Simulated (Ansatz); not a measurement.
# Structure types of GaN compared at -0.0031 GPa

Structure types of GaN are relaxed in primitive cells with their symmetry kept at -0.0031 GPa, on PAW files; LAPW relaxes the small cells further and takes the PAW cell for the others (marked *). The enthalpy is E + pV at zero temperature, without zero-point motion. Only the types listed were tried, and differences under about 5 meV/atom are mesh noise. The real phase may be another.

All numbers are PBE results (scalar-relativistic) from Ansatz 0.2.0, with Fermi–Dirac smearing of 0.05 eV, no spin polarisation. Methods: LAPW: all electrons, basis error target 0.5 meV/atom; PAW: frozen-core files, cutoff 420 eV.

k meshes: rocksalt 15×15×15, CsCl 14×14×14, zincblende 15×15×15, wurtzite 12×12×6, NiAs 11×11×6.

```csv
start type,ends as,"a, b, c (Å)",V (Å³/atom),"H − H(lowest), LAPW (meV/atom)"
rocksalt,"rocksalt, Fm-3m","4.268, 4.268, 4.268",9.72,479.8
CsCl,"CsCl, Pm-3m","2.744, 2.744, 2.744",10.33,?
zincblende,"zincblende, F-43m","4.548, 4.548, 4.548",11.76,5.3
wurtzite*,"wurtzite, P6_3mc","3.218, 3.218, 5.243",11.76,0.0
NiAs*,"NiAs, P6_3/mmc","3.005, 3.005, 5.095",9.96,?
```

Question: Give the missing entry: row "NiAs*", column "H − H(lowest), LAPW (meV/atom)".

Answer: 610.1.

Question: Fill in "H − H(lowest), LAPW (meV/atom)" for the row "CsCl".

Answer: 1625.0.
